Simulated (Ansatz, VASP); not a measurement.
# SiO2 (vib) in VASP and in Ansatz

```
CELL_PARAMETERS angstrom
4.15499 0.00000 0.00000
0.00000 4.15499 0.00000
0.00000 0.00000 2.66133
ATOMIC_POSITIONS crystal
Si 0.00000 0.00000 0.00000
Si 0.50000 0.50000 0.50000
O 0.30557 0.30557 0.00000
O 0.19443 0.80557 0.50000
O 0.69443 0.69443 0.00000
O 0.80557 0.19443 0.50000
```

Alike in both runs: functional LDA; k mesh 4 × 4 × 8; occupations gaussian, width 0.02 eV; no spin polarisation.

Ansatz relaxed the structure, and its values are those at the end. VASP's run is a single point on that final structure, the one shown.

|  | VASP | Ansatz |
| --- | --- | --- |
| version | VASP 6.6.1 | Ansatz 0.2.0 |
| potentials or method | VASP PAW LDA potentials, release 64 (Si, O) | scalar-relativistic, plane waves, PAW |
| plane-wave cutoff (eV) | 520 | 420 |
| valence electrons in the cell | 32 | 32 |

```tsv
	VASP	Ansatz	Ansatz less VASP
gap on the k mesh at the Fermi level (eV)	5.82	5.82	-0.002
least direct gap on the mesh (eV)	5.82	5.82	-0.002
pressure (GPa)	1.1	0.0	-1.09
rms of the force components (eV/Å)	0.016	0.000	-0.0158
```

Ansatz warned: «pseudo_functional_mismatch».
